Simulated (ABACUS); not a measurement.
Crystal: Fe.

```
Fe
1.0
    -1.44300    1.44300    1.44300
     1.44300   -1.44300    1.44300
     1.44300    1.44300   -1.44300
Fe
1
Direct
  0.00000 0.00000 0.00000
```

```yaml
Program: ABACUS 3.10.1
Task: relaxation of cell and atoms
Functional: TPSS
Potentials_or_basis: SG15 ONCV 1.2 PBE
Cutoff: 1415 eV
Density_cutoff: 5660 eV
Basis: plane waves
k_mesh: 8 × 8 × 8
Occupations: fermi-dirac, width 0.05 eV
Spin: collinear spin, ferromagnetic start
Starting_moments: "[3.0] μB"
```

At the start: pressure -7.2 GPa; volume 12.02 Å³/atom.

Question: How do energy, volume and symmetry change on relaxing?

Answer: Over 9 steps the energy falls by 16.0 meV/atom and the volume is 11.36 Å³/atom (-5.5 %); space group Im-3m (No. 229, to 0.05 Å); moment 2.43 μB per cell.

The path:
```
step  energy change (eV)  largest force (eV/Å)  pressure (GPa)  volume (Å³)
   1              0.0000                0.0000           -7.23        12.02
   2             -0.0075                0.0000           -5.26        11.82
   3             -0.0152                0.0000           -1.89        11.50
   4             -0.0006                0.0000            3.23        11.14
   5             -0.0010                0.0000            2.89        11.16
   6             -0.0015                0.0000            2.26        11.19
   7             -0.0020                0.0000            1.49        11.24
   8             -0.0159                0.0000            0.90        11.30
   9             -0.0160                0.0000           -0.03        11.36
```

Final structure:
```
CELL_PARAMETERS angstrom
-1.41625 1.41625 1.41625
1.41625 -1.41625 1.41625
1.41625 1.41625 -1.41625
ATOMIC_POSITIONS crystal
Fe 0.00000 0.00000 0.00000
```

Caveat: the k mesh is coarse (spacing up to 0.38 Å⁻¹), so the values aren't converged; the potentials were made for another functional, which shifts forces and pressure.
